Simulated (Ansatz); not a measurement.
Structure relaxation of Ga

Computed with DFT r2SCAN, scalar-relativistic, plane waves, PAW in Ansatz 0.2.0. Cutoff 500 eV, Γ-centred k mesh, Gaussian smearing, no spin polarisation in the final step.

Ga was placed on the bcc structure type (Im-3m, No. 229), at a guessed volume.

```yaml
crystal:
  lattice:
    - [-1.74064, 1.74064, 1.74064]
    - [1.74064, -1.74064, 1.74064]
    - [1.74064, 1.74064, -1.74064]
  atoms:
    - { symbol: Ga, position: [0.00000, 0.00000, 0.00000] }
```

Cell and atoms relax at zero pressure; the relaxation can't lower the symmetry of the start. After a coarse first stage the cell is made exact in the group found at 0.06 Å.

Energies count from the standard state of Ga at the same level.

Task: Which crystal results?

Result: It keeps Im-3m (No. 229). The result has the bcc structure. Conventional cell: a = 3.310 Å. Ga has 8 Ga at 2.87 Å and 6 Ga at 3.31 Å.

Space group Im-3m (No. 229). a = 3.310 Å, b = 3.310 Å, c = 3.310 Å, α = 90.00°, β = 90.00°, γ = 90.00°
```
atom site symmetry x y z
  Ga    2a m-3m  0.0000  0.0000  0.0000
```

Task: What are its volume, energy, density and gap?

Result: The volume per atom is 18.13 Å³. The density is 6.39 g/cm³ and the energy over the standard structure is 0.17 eV/atom. The gap on the 24×24×24 mesh is 0 eV (a metal).

The final run used a 24×24×24 mesh on its 1-atom cell and 0.10 eV smearing. For metals, differences of a few meV/atom aren't resolved. Symmetry constrained the relaxation, so the result can be a saddle point. The steps took roughly 30 core-seconds in all.

This bcc form isn't the element's structure at ambient conditions.